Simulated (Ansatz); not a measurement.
AgCl, DFT, PBE, all-electron PAW with datasets made for the crystal, scalar-relativistic (Ansatz 0.2.0), run on 1 thread of Arm Neoverse V2 on a shared host.

The cell is COD entry 9011666, as deposited and not checked against the literature; nothing was relaxed.

Command: `ansatz run input.yaml --threads 1 --pin off --max-ram 3072MiB --backend cpu --events-out ev --progress --plain --runs-dir out`

```yaml
crystal:
  lattice:
    - [0.0, 2.77315, 2.77315]
    - [2.77315, 0.0, 2.77315]
    - [2.77315, 2.77315, 0.0]
  atoms:
    - { symbol: Ag, position: [0.5, 0.5, 0.5] }
    - { symbol: Cl, position: [0.0, 0.0, 0.0] }
kpoints:
  mp_grid: { grid: [8, 8, 8] }
  band_path:
    path:
      - [0.0, 0.0, 0.0]
      - [0.5, 0.0, 0.5]
      - [0.625, 0.25, 0.625]
      - [0.375, 0.375, 0.75]
      - [0.0, 0.0, 0.0]
      - [0.5, 0.5, 0.5]
      - [0.5, 0.25, 0.75]
      - [0.5, 0.0, 0.5]
    npoints: 8
scf:
  occupations: { method: fermi_dirac, width: 0.02 }
hamiltonian:
  xc: pbe
  pseudopotentials: { kind: all_electron, datasets: crystal }
output:
  forces: true
  stress: true
  eigenvalues: true
  efg: { contact_densities: true }
```

How large is the problem that the program sets up?

29 irreducible k-points, 411 plane waves at Γ, 13 bands.

About how long does it take, and how much memory does it use?

8.1 s of wall time for 8 SCF iterations, with a peak of 0.42 GiB. Times on shared machines scatter by tens of per cent.

And the same cell and mesh by LAPW (all electrons), asked for forces, stress, eigenvalues, populations, dos and the same band path, on the same hardware?

10 s, peak memory 0.29 GiB.

And the same cell and mesh by PAW (frozen-core files), asked for forces, stress, eigenvalues, efg, populations, bader, dos, write_density, write_potential, elf and the same band path, on the same hardware?

9 s, peak memory 0.35 GiB.
